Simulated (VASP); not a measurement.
# TiS₂: binding of two layers

TiS₂, sheet, 6 atoms in the cell. VdW-DF-cx; PAW potentials Ti_sv, S (PBE set).

Vacuum (Å): 14; k-point spacing in the plane (1/Å): 0.3; In-plane mesh in multiples of three: yes; Starting cell: layer relaxed first with the same functional; Shift of the second layer (fractional): 0.6667, 0.3333.

## Input

INCAR:
```
AGGAC = 0.0
ALGO = Normal
EDIFF = 1E-6
ENCUT = 360
GGA = CX
ISMEAR = 0
KPAR = 4
LASPH = T
LCHARG = F
LREAL = F
LUSE_VDW = T
LWAVE = F
NELM = 120
PREC = Accurate
SIGMA = 0.05
```

KPOINTS:
```
Automatic mesh
0
Gamma
  9 9 1
  0 0 0
```

POSCAR.step1:
```
TiS2
1.0
    3.3615649585      0.0000000000      0.0000000000
   -1.6807824793      2.9112006506      0.0000000000
    0.0000000000      0.0000000000     16.8665820009
Ti S
1 2
Direct
    0.0000000000      0.0000000000      0.5000037379
    0.3333333333      0.6666666667      0.4150218461
    0.6666666666      0.3333333334      0.5849781539
```

POSCAR.step2:
```
TiS2
1.0
    3.3615649585      0.0000000000      0.0000000000
   -1.6807824793      2.9112006506      0.0000000000
    0.0000000000      0.0000000000     22.1697462801
Ti S
2 4
Direct
    0.0000000000      0.0000000000      0.3803992134
    0.6666666667      0.3333333333      0.6196064741
    0.3333333333      0.6666666667      0.3157456072
    0.6666666666      0.3333333334      0.4450471321
    1.0000000000      1.0000000000      0.5549528679
    1.3333333333      0.6666666667      0.6842543928
```

POSCAR.step3:
```
TiS2
1.0
    3.3615649585      0.0000000000      0.0000000000
   -1.6807824793      2.9112006506      0.0000000000
    0.0000000000      0.0000000000     22.4197462789
Ti S
2 4
Direct
    0.0000000000      0.0000000000      0.3761574257
    0.6666666667      0.3333333333      0.6238481984
    0.3333333333      0.6666666667      0.3122247644
    0.6666666666      0.3333333334      0.4400844629
    1.0000000000      1.0000000000      0.5599155371
    1.3333333333      0.6666666667      0.6877752356
```

POSCAR.step4:
```
TiS2
1.0
    3.3615649585      0.0000000000      0.0000000000
   -1.6807824793      2.9112006506      0.0000000000
    0.0000000000      0.0000000000     22.6697462811
Ti S
2 4
Direct
    0.0000000000      0.0000000000      0.3720091942
    0.6666666667      0.3333333333      0.6279963679
    0.3333333333      0.6666666667      0.3087815767
    0.6666666666      0.3333333334      0.4352312496
    1.0000000000      1.0000000000      0.5647687504
    1.3333333333      0.6666666667      0.6912184233
```

POSCAR.step5:
```
TiS2
1.0
    3.3615649585      0.0000000000      0.0000000000
   -1.6807824793      2.9112006506      0.0000000000
    0.0000000000      0.0000000000     22.9197462797
Ti S
2 4
Direct
    0.0000000000      0.0000000000      0.3679514573
    0.6666666667      0.3333333333      0.6320540441
    0.3333333333      0.6666666667      0.3054135030
    0.6666666666      0.3333333334      0.4304839103
    1.0000000000      1.0000000000      0.5695160897
    1.3333333333      0.6666666667      0.6945864970
```

POSCAR.step6:
```
TiS2
1.0
    3.3615649585      0.0000000000      0.0000000000
   -1.6807824793      2.9112006506      0.0000000000
    0.0000000000      0.0000000000     23.1697462788
Ti S
2 4
Direct
    0.0000000000      0.0000000000      0.3639812859
    0.6666666667      0.3333333333      0.6360241562
    0.3333333333      0.6666666667      0.3021181119
    0.6666666666      0.3333333334      0.4258390179
    1.0000000000      1.0000000000      0.5741609821
    1.3333333333      0.6666666667      0.6978818881
```

POSCAR.step7:
```
TiS2
1.0
    3.3615649585      0.0000000000      0.0000000000
   -1.6807824793      2.9112006506      0.0000000000
    0.0000000000      0.0000000000     23.5697462805
Ti S
2 4
Direct
    0.0000000000      0.0000000000      0.3578041929
    0.6666666667      0.3333333333      0.6422011568
    0.3333333333      0.6666666667      0.2969908932
    0.6666666666      0.3333333334      0.4186121431
    1.0000000000      1.0000000000      0.5813878569
    1.3333333333      0.6666666667      0.7030091068
```

POSCAR.step8:
```
TiS2
1.0
    3.3615649585      0.0000000000      0.0000000000
   -1.6807824793      2.9112006506      0.0000000000
    0.0000000000      0.0000000000     24.1697462791
Ti S
2 4
Direct
    0.0000000000      0.0000000000      0.3489219104
    0.6666666667      0.3333333333      0.6510833065
    0.3333333333      0.6666666667      0.2896182657
    0.6666666666      0.3333333334      0.4082203382
    1.0000000000      1.0000000000      0.5917796618
    1.3333333333      0.6666666667      0.7103817343
```

Commands (each step's output is kept before the next begins):
```
cat potpaw_PBE.64/Ti_sv/POTCAR potpaw_PBE.64/S/POTCAR > POTCAR
cp POSCAR.step1 POSCAR
mpirun -np 4 vasp_std > vasp.out
rm WAVECAR CHG
cp POSCAR.step2 POSCAR
mpirun -np 4 vasp_std > vasp.out
rm WAVECAR CHG
cp POSCAR.step3 POSCAR
mpirun -np 4 vasp_std > vasp.out
rm WAVECAR CHG
cp POSCAR.step4 POSCAR
mpirun -np 4 vasp_std > vasp.out
rm WAVECAR CHG
cp POSCAR.step5 POSCAR
mpirun -np 4 vasp_std > vasp.out
rm WAVECAR CHG
cp POSCAR.step6 POSCAR
mpirun -np 4 vasp_std > vasp.out
rm WAVECAR CHG
cp POSCAR.step7 POSCAR
mpirun -np 4 vasp_std > vasp.out
rm WAVECAR CHG
cp POSCAR.step8 POSCAR
mpirun -np 4 vasp_std > vasp.out
```

## Result

- Binding energy (meV/Å²): -21.7
- Distance between the layers' facing planes (Å): 3.04

Binding curve:

| distance (Å) | energy (eV per cell) |
|---|---|
| 2.44 | -0.0610 |
| 2.69 | -0.1747 |
| 2.94 | -0.2093 |
| 3.19 | -0.2061 |
| 3.44 | -0.1878 |
| 3.84 | -0.1539 |
| 4.44 | -0.1096 |

VASP 6.6.1 took 3038 s on 4 cores (Intel Xeon Platinum 8259CL @ 2.50GHz (Skylake/Cascade Lake)), a shared host.
